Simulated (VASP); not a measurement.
A calculation with VASP 6.6.1 of CdTe (ASE script, structure typed inline):

run.py

```python
from ase import Atoms
from ase.calculators.vasp import Vasp
from ase.dft.bandgap import bandgap

atoms = Atoms(
    ['Te', 'Cd'],
    cell=[[0.0, 3.205, 3.205], [3.205, 0.0, 3.205], [3.205, 3.205, 0.0]],
    scaled_positions=[[0.75, 0.75, 0.75], [0.0, 0.0, 0.0]],
    pbc=True,
)
calc = Vasp(
    directory='calc',
    xc='pbesol',
    pp='PBE',
    setups='recommended',
    pp_version='54',
    prec='Accurate',
    encut=520,
    ediff=1e-06,
    ismear=0,
    sigma=0.1,
    lreal=False,
    lasph=True,
    nelm=80,
    algo='Normal',
    isif=2,
    lwave=False,
    lcharg=False,
    kpts=[7, 7, 7],
    gamma=True,
    nbands=16,
)
atoms.calc = calc

print('energy (eV):', atoms.get_potential_energy())
print('free energy (eV):', atoms.get_potential_energy(force_consistent=True))
print('forces (eV/A):')
print(atoms.get_forces())
print('stress (eV/A^3, Voigt):', atoms.get_stress())
print('Fermi level (eV):', calc.get_fermi_level())
gap, top, bottom = bandgap(calc)
print('band gap (eV):', gap, 'from (spin, k, band)', top, 'to', bottom)
```

Potentials or basis: VASP PAW PBE potentials, release 54 (Te, Cd).

Run with:

```bash
$ python run.py
```

Problem. Write the same calculation in another form: native input, structure from a POSCAR.

Solution. As run:

File INCAR:

```
PREC = Accurate
ENCUT = 520
EDIFF = 1E-6
ISMEAR = 0
SIGMA = 0.1
LREAL = F
LASPH = T
NELM = 80
ALGO = Normal
ISIF = 2
LWAVE = F
LCHARG = T
GGA = PS
LELF = T
LVHAR = T
NBANDS = 16
```

Contents of KPOINTS:

```
Automatic mesh
0
Gamma
  7 7 7
```

The input POSCAR:

```
CdTe
1.0
    0.0000000000      3.2050000000      3.2050000000
    3.2050000000      0.0000000000      3.2050000000
    3.2050000000      3.2050000000      0.0000000000
Te Cd
1 1
Cartesian
    4.8075000000      4.8075000000      4.8075000000
    0.0000000000      0.0000000000      0.0000000000
```

Potentials or basis: VASP PAW PBE potentials, release 54 (Te, Cd).

Command:

```console
$ cat potpaw_PBE.54/Te/POTCAR potpaw_PBE.54/Cd/POTCAR > POTCAR
$ mpirun -np 1 vasp_std > vasp.out
```

Both were run:

|  | ASE script, structure typed inline | native input, structure from a POSCAR |
| --- | --- | --- |
| Pressure | 1.9 GPa | 1.9 GPa |
| Band gap on the k mesh | 0.76 eV, direct | 0.76 eV, direct |

Keys that steer only the numerical path or the files written may differ.

Caveat: the PAW data sets were made with another functional, which shifts forces and pressure a little; spin-orbit coupling is left out, which moves the levels of the heavy elements.
